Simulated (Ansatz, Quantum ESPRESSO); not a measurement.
# 2H-WS2, 1 layer: response to a perpendicular field, part 2 of 5

Aim: how 2H-WS2, 1 layer screens a field along its normal, and what the field does to its bands.

Quantum ESPRESSO 7.5; plane-wave DFT, PBE, PseudoDojo norm-conserving pseudopotentials; geometry and cross-check by Ansatz 0.2.0 with PAW datasets.

So far: The structure; Geometry from Ansatz.

## (3) SCF with pw.x: no field

The zero-field run is the reference. tefield and dipfield are on already, so that all runs share k-points and boundary.

Level of this step: plane-wave DFT, PBE, PseudoDojo norm-conserving pseudopotentials (Quantum ESPRESSO 7.5).

f0.in reads:

```
&control
  prefix = 'f0'
  outdir = './out'
  pseudo_dir = './pseudo'
  calculation = 'scf'
  tprnfor = .true.
  tefield = .true.
  dipfield = .true.
/
&system
  ibrav = 0
  nat = 3
  ntyp = 2
  ecutwfc = 62
  ecutrho = 248
  occupations = 'smearing'
  smearing = 'fd'
  degauss = 0.004
  edir = 3
  emaxpos = 0.97
  eopreg = 0.04
  eamp = 0.0
/
&electrons
  conv_thr = 1e-09
  mixing_beta = 0.4
  electron_maxstep = 120
  mixing_mode = 'plain'
/
ATOMIC_SPECIES
  S   32.0600  S.dojo-sr-pbe-0.4.1-standard.upf
  W   183.8400  W.dojo-sr-pbe-0.4.1-standard.upf
CELL_PARAMETERS angstrom
  3.18709463626029 0.00000000000000 0.00000000000000
  -1.59354731813014 2.76010491926653 0.00000000000000
  0.00000000000000 0.00000000000000 20.47562023240000
ATOMIC_POSITIONS crystal
  S   0.333333333333 0.666666666667 0.423242350828
  W   -0.000000000000 -0.000000000000 0.499999994263
  S   0.333333333333 0.666666666667 0.576757654909
K_POINTS automatic
  12 12 1 0 0 0
```

Run with:

```
$ OMP_NUM_THREADS=1 mpirun -n 4 pw.x -nk 4 -in f0.in > f0.out
```

The log of the run:

```text
Program PWSCF v.7.5 starts
[citation notice left out]

     Parallel version (MPI & OpenMP), running on       4 processor cores
     Number of MPI processes:                 4
     Threads/MPI process:                     1

     MPI processes distributed on     1 nodes
[...]
Current dimensions of program PWSCF are:
     Max number of different atomic species (ntypx) = 10
     Max number of k-points (npk) =  40000
     Max angular momentum in pseudopotentials (lmaxx) =  4
     Presently no symmetry can be used with electric field

     K-points division:     npool     =       4
     Subspace diagonalization in iterative solution of the eigenvalue problem:
     a serial algorithm will be used

     G-vector sticks info
     --------------------
     sticks:   dense  smooth     PW     G-vecs:    dense   smooth      PW
     Sum         613     613    199                79909    79909   14659

     Using Slab Decomposition

     bravais-lattice index     =            0
     lattice parameter (alat)  =       6.0227  a.u.
     unit-cell volume          =    1215.4979 (a.u.)^3
     number of atoms/cell      =            3
     number of atomic types    =            2
     number of electrons       =        26.00
     number of Kohn-Sham states=           17
     kinetic-energy cutoff     =      62.0000  Ry
     charge density cutoff     =     248.0000  Ry
     scf convergence threshold =      1.0E-09
     mixing beta               =       0.4000
     number of iterations used =            8  plain     mixing
     Exchange-correlation= PBE
                           (   1   4   3   4   0   0   0)

     celldm(1)=   6.022736  celldm(2)=   0.000000  celldm(3)=   0.000000
     celldm(4)=   0.000000  celldm(5)=   0.000000  celldm(6)=   0.000000

     crystal axes: (cart. coord. in units of alat)
               a(1) = (   1.000000   0.000000   0.000000 )
               a(2) = (  -0.500000   0.866025   0.000000 )
               a(3) = (   0.000000   0.000000   6.424541 )

     reciprocal axes: (cart. coord. in units 2 pi/alat)
               b(1) = (  1.000000  0.577350 -0.000000 )
               b(2) = (  0.000000  1.154701  0.000000 )
               b(3) = (  0.000000 -0.000000  0.155653 )

     PseudoPot. # 1 for S  read from file:
     ./pseudo/S.dojo-sr-pbe-0.4.1-standard.upf
     Pseudo is Norm-conserving + core correction, Zval =  6.0
     Generated using ONCVPSP code by D. R. Hamann
     Using radial grid of 1146 points,  6 beta functions with:
                l(1) =   0
                l(2) =   0
                l(3) =   1
                l(4) =   1
                l(5) =   2
                l(6) =   2

     PseudoPot. # 2 for W  read from file:
     ./pseudo/W.dojo-sr-pbe-0.4.1-standard.upf
     Pseudo is Norm-conserving + core correction, Zval = 14.0
     Generated using ONCVPSP code by D. R. Hamann
     Using radial grid of 1396 points,  8 beta functions with:
                l(1) =   0
                l(2) =   0
                l(3) =   1
                l(4) =   1
                l(5) =   2
                l(6) =   2
                l(7) =   3
                l(8) =   3

     atomic species   valence    mass     pseudopotential
     S                 6.00    32.06000     S ( 1.00)
     W                14.00   183.84000     W ( 1.00)

     No symmetry found

   Cartesian axes

     site n.     atom                  positions (alat units)
         1        S      tau(   1) = (  -0.0000000   0.5773503   2.7191378  )
         2        W      tau(   2) = (   0.0000000   0.0000000   3.2122705  )
         3        S      tau(   3) = (  -0.0000000   0.5773503   3.7054032  )

     number of k points=    74  Fermi-Dirac smearing, width (Ry)=  0.0040
                       cart. coord. in units 2pi/alat
        k(    1) = (   0.0000000   0.0000000   0.0000000), wk =   0.0138889
        k(    2) = (   0.0000000   0.0962250   0.0000000), wk =   0.0277778
        k(    3) = (   0.0000000   0.1924501   0.0000000), wk =   0.0277778
        k(    4) = (   0.0000000   0.2886751   0.0000000), wk =   0.0277778
        k(    5) = (   0.0000000   0.3849002   0.0000000), wk =   0.0277778
        k(    6) = (   0.0000000   0.4811252   0.0000000), wk =   0.0277778
        k(    7) = (   0.0000000  -0.5773503   0.0000000), wk =   0.0138889
        k(    8) = (   0.0833333   0.0481125   0.0000000), wk =   0.0277778
        k(    9) = (   0.0833333   0.1443376   0.0000000), wk =   0.0277778
        k(   10) = (   0.0833333   0.2405626   0.0000000), wk =   0.0277778
[...]
k(   74) = (  -0.5000000  -0.8660254   0.0000000), wk =   0.0138889

     Dense  grid:    79909 G-vectors     FFT dimensions: (  32,  32, 200)

     Estimated max dynamical RAM per process >     128.65 MB

     Estimated total dynamical RAM >     456.07 MB

     Initial potential from superposition of free atoms

     starting charge      25.9994, renormalised to      26.0000

     negative rho (up, down):  6.138E-05 0.000E+00

     Adding external electric field

     Computed dipole along edir(3) :
        Dipole               -0.0000 Ry au,         -0.0000 Debye
        Dipole field         -0.0000 Ry au,

        Potential amp.        0.0000 Ry
        Total length         37.1456 bohr

     Starting wfcs are   18 randomized atomic wfcs

     total cpu time spent up to now is        1.6 secs

     per-process dynamical memory:   101.5 Mb

     Self-consistent Calculation

     iteration #  1     ecut=    62.00 Ry     beta= 0.40
     Davidson diagonalization with overlap
     ethr =  1.00E-02,  avg # of iterations =  3.2

     Threshold (ethr) on eigenvalues was too large:
     Diagonalizing with lowered threshold

     Davidson diagonalization with overlap
     ethr =  2.94E-04,  avg # of iterations =  4.0

     negative rho (up, down):  3.361E-05 0.000E+00

     Adding external electric field

     Computed dipole along edir(3) :
        Dipole               -0.0000 Ry au,         -0.0001 Debye
        Dipole field         -0.0000 Ry au,

        Potential amp.        0.0000 Ry
        Total length         37.1456 bohr

     total cpu time spent up to now is        9.8 secs

     total energy              =    -196.02248653 Ry
     estimated scf accuracy    <       0.09641777 Ry

     iteration #  2     ecut=    62.00 Ry     beta= 0.40
[...]
negative rho (up, down):  1.961E-05 0.000E+00

[...]
Dipole                0.0001 Ry au,          0.0003 Debye
[...]
total energy              =    -196.02915054 Ry
     estimated scf accuracy    <       0.02118674 Ry

     iteration #  3     ecut=    62.00 Ry     beta= 0.40
[...]
negative rho (up, down):  1.112E-05 0.000E+00

[...]
Dipole               -0.0001 Ry au,         -0.0003 Debye
[...]
total energy              =    -196.03279715 Ry
     estimated scf accuracy    <       0.01635058 Ry

     iteration #  4     ecut=    62.00 Ry     beta= 0.40
[...]
negative rho (up, down):  6.677E-07 0.000E+00

[...]
Dipole                0.0009 Ry au,          0.0023 Debye
[...]
total energy              =    -196.03452532 Ry
     estimated scf accuracy    <       0.00114811 Ry

     iteration #  5     ecut=    62.00 Ry     beta= 0.40
[...]
negative rho (up, down):  2.935E-07 0.000E+00

[...]
Dipole               -0.0024 Ry au,         -0.0060 Debye
[...]
total energy              =    -196.03467351 Ry
     estimated scf accuracy    <       0.00041185 Ry

     iteration #  6     ecut=    62.00 Ry     beta= 0.40
[...]
negative rho (up, down):  2.305E-07 0.000E+00

[...]
Dipole                0.0010 Ry au,          0.0025 Debye
[...]
total energy              =    -196.03471919 Ry
     estimated scf accuracy    <       0.00004163 Ry

     iteration #  7     ecut=    62.00 Ry     beta= 0.40
[...]
Dipole                0.0002 Ry au,          0.0004 Debye
[...]
total energy              =    -196.03472621 Ry
     estimated scf accuracy    <       0.00000903 Ry

     iteration #  8     ecut=    62.00 Ry     beta= 0.40
[...]
Dipole               -0.0000 Ry au,         -0.0001 Debye
[...]
total energy              =    -196.03472787 Ry
     estimated scf accuracy    <       0.00000409 Ry

     iteration #  9     ecut=    62.00 Ry     beta= 0.40
[...]
Dipole                0.0000 Ry au,          0.0000 Debye
[...]
total energy              =    -196.03472826 Ry
     estimated scf accuracy    <       0.00000023 Ry

     iteration # 10     ecut=    62.00 Ry     beta= 0.40
[...]
Dipole               -0.0000 Ry au,         -0.0000 Debye
[...]
total energy              =    -196.03472837 Ry
     estimated scf accuracy    <       0.00000014 Ry

     iteration # 11     ecut=    62.00 Ry     beta= 0.40
[...]
Dipole                0.0000 Ry au,          0.0000 Debye
[...]
total energy              =    -196.03472837 Ry
     estimated scf accuracy    <       0.00000002 Ry

     iteration # 12     ecut=    62.00 Ry     beta= 0.40
[...]
Dipole               -0.0000 Ry au,         -0.0000 Debye
[...]
End of self-consistent calculation

          k = 0.0000 0.0000 0.0000 ( 10039 PWs)   bands (ev):

   -74.8010 -39.0305 -38.8792 -38.8792 -15.4718 -13.8515  -7.0602  -3.5787
    -3.5787  -2.8464  -2.3569  -2.3569  -0.7839   2.1273   2.1273   2.2730
     2.2730

          k = 0.0000 0.0962 0.0000 ( 10057 PWs)   bands (ev):

   -74.7999 -39.0265 -38.9015 -38.8844 -15.3585 -13.8096  -6.9239  -3.8755
    -3.4679  -3.2449  -2.5351  -2.1580  -0.8423   1.9985   2.0289   2.1727
     2.3385

          k = 0.0000 0.1925 0.0000 ( 10067 PWs)   bands (ev):

   -74.7970 -39.0155 -38.9620 -38.8986 -15.0359 -13.6907  -6.5566  -4.5635
    -3.8881  -3.1627  -2.9509  -2.1481  -1.1050   1.6092   1.9555   2.0444
     2.8241

          k = 0.0000 0.2887 0.0000 ( 10097 PWs)   bands (ev):

   -74.7929 -39.0437 -39.0006 -38.9178 -14.5565 -13.5160  -6.1884  -5.2190
    -4.5755  -3.4126  -2.7473  -2.3947  -1.5926   1.5646   1.7908   2.3981
     3.3279

          k = 0.0000 0.3849 0.0000 ( 10037 PWs)   bands (ev):

   -74.7888 -39.1242 -38.9855 -38.9370 -14.0147 -13.3240  -6.4829  -5.2251
    -5.2172  -3.7985  -2.6573  -2.3538  -1.9300   1.8072   1.8392   2.8725
     3.6925

          k = 0.0000 0.4811 0.0000 ( 10009 PWs)   bands (ev):

   -74.7859 -39.1824 -38.9745 -38.9510 -13.5582 -13.1696  -6.9855  -5.6835
    -5.1274  -4.0482  -2.8166  -2.0995  -1.8246   1.9814   2.2541   3.1916
     3.8881

[...]
the Fermi energy is     0.1781 ev

!    total energy              =    -196.03472837 Ry
     estimated scf accuracy    <          9.4E-11 Ry
     smearing contrib. (-TS)   =      -0.00000000 Ry
     internal energy E=F+TS    =    -196.03472837 Ry

     The total energy is F=E-TS. E is the sum of the following terms:
     one-electron contribution =   -1146.00524420 Ry
     hartree contribution      =     572.37037452 Ry
     xc contribution           =     -45.87610268 Ry
     ewald contribution        =     423.47624398 Ry
     electric field correction =       0.00000000 Ry

     convergence has been achieved in  12 iterations

     Forces acting on atoms (cartesian axes, Ry/au):

     atom    1 type  1   force =    -0.00000001   -0.00000006    0.00003565
     atom    2 type  2   force =     0.00000012    0.00000006    0.00000004
     atom    3 type  1   force =    -0.00000011   -0.00000001   -0.00003569

     Total force =     0.000050     Total SCF correction =     0.000025
     SCF correction compared to forces is large: reduce conv_thr to get better values

[...]
=------------------------------------------------------------------------------=
   JOB DONE.
=------------------------------------------------------------------------------=
```

Elapsed: 51 s, on 4 MPI ranks of Arm Neoverse V2, shared host; peak memory 0.58 GiB; 3.4 min of CPU time.

This step gave:

* free energy: -2667.1884 eV
* Fermi energy: 0.1781 eV
* dipole along the normal: 0 e·Å
* valence top, on the run's zero: -0.7421 eV
* conduction bottom, on the run's zero: 1.069 eV
* gap by band count: 1.811 eV

The run needed 12 iterations to bring the estimated error under 1e-09 Ry.

## (4) Potential by pp.x

The vacuum level is read from the electrostatic potential (plot_num = 11), averaged over planes.

f0.pot.in reads:

```
&inputpp
  prefix = 'f0'
  outdir = './out'
  filplot = 'f0.pot.dat'
  plot_num = 11
/
```

Run with:

```
$ OMP_NUM_THREADS=1 mpirun -n 4 pp.x -in f0.pot.in > f0.pot.out
```

The job ended after 0.74 s (4 MPI ranks; peak memory 0.09 GiB; 2.6 s of CPU time).

This step gave:

- slope of the potential above: 1.84e-5 eV/Å
- upper vacuum line continued to the top atoms, over the valence top: 5.710 eV
- slope of the potential below: -1.46e-5 eV/Å
- lower vacuum line continued to the bottom atoms, over the valence top: 5.710 eV
- vacuum level at the upper face over the valence top of the mesh: 5.710 eV
- vacuum level at the lower face over the valence top of the mesh: 5.710 eV

The vacuum is flat to 0.1 meV/Å, so its level is well defined. Inside the slab the curve depends on the local part of the pseudopotentials; only the vacuum level has a meaning of its own.

[end of part 2 of 5]

[Logs are printed without paths, hosts, clocks, repeated set-up lines and the standing remarks that a program may print on its own settings, such as how far it seeks lower states.]

[Hosts, paths, dates, database ids (printed as entryN), source tags and the programs' standing remarks are cut or masked in the printed files.]

[Maps of the electrostatic potential energy from Ansatz leave out the sawtooth potential of an applied field or a dipole correction, so their vacuum need not be flat; planar profiles and work functions include it.]
